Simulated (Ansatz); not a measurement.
Work and stress of cleavage in Pt

Method: DFT PBE, scalar-relativistic, plane waves, PAW in Ansatz 0.2.0. The runs took a 420 eV cutoff, a Γ-centred 24×24×5 mesh and Gaussian smearing (0.15 eV). Spin–orbit coupling is left out, which can shift energies with elements as heavy as these. No spin polarisation. Energies are free energies at this smearing, counted from the undisturbed cell; pressure is positive in compression.

The starting cell (relaxed at this level; with this scan's settings it stands at 0.1 GPa):

```yaml
crystal:
  lattice:
    - [1.98506, -1.98506, 0.00000]
    - [1.98506, 0.00000, -1.98506]
    - [7.94022, 7.94022, 7.94022]
  atoms:
    - { symbol: Pt, position: [0.66667, 0.66667, 0.08332] }
    - { symbol: Pt, position: [0.00000, 0.00000, 0.91665] }
    - { symbol: Pt, position: [0.33333, 0.33333, 0.24998] }
    - { symbol: Pt, position: [0.66667, 0.66667, 0.58332] }
    - { symbol: Pt, position: [0.00000, 0.00000, 0.41665] }
    - { symbol: Pt, position: [0.33333, 0.33333, 0.74998] }
```

The cut lies on the cell's a–b face, a (1 1 1) plane (indices in the standard cell, whose axes needn't be the Cartesian ones shown) of area 6.83 Å², between layers 2.29 Å apart. Vector c is lengthened by d along the normal with the atoms' Cartesian places fixed: one unrelaxed cut a cell. The traction is positive where the two halves pull on each other.

| d (Å) | energy (J/m²) | traction (GPa) |
| --- | --- | --- |
| -0.30 | 0.90 | -70.9 |
| -0.15 | 0.19 | -27.4 |
| 0.00 | 0.00 | 0.0 |
| 0.25 | 0.32 | 21.4 |
| 0.50 | 0.92 | 25.3 |
| 0.75 | 1.52 | 21.9 |
| 1.00 | 2.00 | 16.5 |
| 1.50 | 2.59 | 7.7 |
| 2.00 | 2.85 | 3.1 |
| 3.00 | 2.98 | 0.4 |
| 4.50 | 3.00 | 0.0 |
| 6.00 | 3.00 | 0.0 |

Q: What are the work of separation and the cleavage stress, and do they fit the universal binding curve?

A: The energy levels off near W ≈ 3.00 J/m² (the traction is down to 0.0 GPa), the energy of the two unrelaxed faces, 1.50 J/m² each on average. The largest sampled traction is 25.3 GPa at d = 0.50 Å, and a parabola through it and its two neighbours peaks at σ_max ≈ 25.3 GPa, d ≈ 0.51 Å. The curve E = W[1 − (1 + d/ℓ)exp(−d/ℓ)] peaks in traction at d = ℓ with σ_max = W/(eℓ); with 1 J/m² per Å = 10 GPa this W and σ_max give ℓ = 0.44 Å. A parabola through that curve at the same three d peaks at 0.48 Å, against 0.51 Å here, a fair fit. Real crystals break at far lower stress, because cracks concentrate it, and on the plane of lowest W, which needn't be this one.

The cut is rigid; relaxing the faces lowers these energies and usually the stresses.

In a metal these slopes depend on the k mesh and the smearing.

Cost: 12 runs of about 18 core-minutes in all, on Arm Neoverse V2 (shared hosts).